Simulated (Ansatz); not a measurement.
**Se: equation of state with PBE**

The system is Se.

```
CELL_PARAMETERS angstrom
4.36620 0.00000 0.00000
-2.18310 3.78124 0.00000
0.00000 0.00000 4.95360
ATOMIC_POSITIONS crystal
Se 0.77460 0.77460 0.00000
Se 0.00000 0.22540 0.66667
Se 0.22540 0.00000 0.33333
```

| Item | Value |
| --- | --- |
| Program | Ansatz 0.2.0 |
| Task | equation of state |
| Functional | PBE |
| Potentials or basis | Ansatz PAW accurate |
| Cutoff | 580 eV |
| Density cutoff | 2320 eV |
| k mesh | 7 × 7 × 6 |
| Occupations | fermi-dirac, width 0.05 eV |
| Spin | no spin polarisation |

```json
{
 "Equilibrium volume": "28.66 Å³/atom",
 "Bulk modulus at fixed shape and positions": "50 GPa",
 "Pressure derivative of the bulk modulus": "4.4"
}
```

Energy against volume, from the lowest point:
```csv
volume (Å³/atom),energy (meV/atom)
25.625,60.48
26.170,39.06
26.716,22.82
27.261,11.23
27.806,3.83
28.351,0.21
28.896,0.00
```

All runs of the series together: 26 s on 2 threads of INTEL(R) XEON(R) PLATINUM 8581C CPU @ 2.10GHz (Emerald Rapids), on a shared host.

Caveat: the cell was scaled at fixed shape and fractional positions, which overstates the stiffness of a crystal with free parameters, most of all of layers and chains.
